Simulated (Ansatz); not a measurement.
`F[SiH](Cl)[SiH2]Cl` + `F[C](F)F`• → `F[SiH](Cl)[SiH]Cl`• + `FC(F)F`  (hydrogen abstraction from the Si–H bond)

Gas-phase electronic energies from Ansatz, PBE0-D4/def2-TZVP geometries. CCSD(T)/CBS adds triple-zeta CCSD(T) − MP2 to the extrapolated MP2 energy (def2 sets, frozen cores). This one scheme is used for every species. DFT in def2-TZVPP. B3LYP here is the variant with VWN-RPA as its local correlation; programs differ in this. Open shells (•) are unrestricted, without spin–orbit coupling. One conformer a species, not always the lowest.

| level | ΔE (kJ/mol) |
| --- | --- |
| PBE-D4 | -87.8 |
| r2SCAN-D4 | -80.3 |
| B3LYP-D4 | -82.8 |
| HF/def2-TZVPP | -63.3 |
| CCSD/def2-TZVPP | -85.1 |
| MP2/def2-QZVPP | -89.7 |
| SCS-MP2/def2-QZVPP | -87.1 |
| HF/CBS(def2) | -62.5 |

Task: What does CCSD(T)/CBS give? (An estimate is asked.)

Result: Ansatz gave: -87.0 kJ/mol. The listed levels differ from it by -0.8, 6.7, 4.2, 23.7, 1.9, -2.7, -0.1, 24.5 kJ/mol.

Largest T1 diagnostic among the species: 0.014.

In def2-TZVPP, CCSD(T) changes the Hartree–Fock value by −23.5 kJ/mol (the triples alone add −1.7 kJ/mol) and MP2 by −26.5 kJ/mol.

CCSD(T)/CBS has its own doubt, a few kJ/mol and more with outer-core shells, so smaller differences from it don't rank the levels.
